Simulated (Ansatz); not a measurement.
The system is MnS.

```
Mn S
1.0
     0.00000    2.47346    2.47346
     2.47346    0.00000    2.47346
     2.47346    2.47346    0.00000
Mn S
1 1
Direct
  0.00000 0.00000 0.00000
  0.75000 0.75000 0.75000
```

The cell is a database's computed one.

Base run:

| Item | Value |
| --- | --- |
| Program | Ansatz 0.2.0 |
| Functional | PBE |
| Potentials or basis | Ansatz PAW |
| Cutoff | 420 eV (not typed: the program's choice for these potentials) |
| k mesh | 9 × 9 × 9 |
| Occupations | fermi-dirac, width 0.05 eV |
| Spin | collinear spin, ferromagnetic start |
| Starting moments | [4.0, 0.0] μB |

Its results: band gap on the k mesh none (metal or under the smearing width); pressure 3.0 GPa; net moment 0.22 μB per cell; site moments Mn +0.19; S -0.00 μB.

Problem. The run is repeated on the same cell with these changes: functional from PBE to LDA. What comes out?

Solution. Band gap on the k mesh none (metal or under the smearing width); pressure -7.0 GPa; net moment 0.14 μB per cell; site moments Mn +0.12; S -0.00 μB.

LDA binds more tightly than PBE, so the same cell stands under less pressure.

Caveats: the moment fell far below its start of 4 μB, so a state of higher moment may lie lower in energy; semilocal functionals often make such compounds metallic where correlation or magnetic order opens a gap, which also shifts bond lengths; the starting moments weren't kept; the PAW data sets come from PBE, with cores solved anew for the run's functional, which leaves a small shift of forces and pressure (some runs).
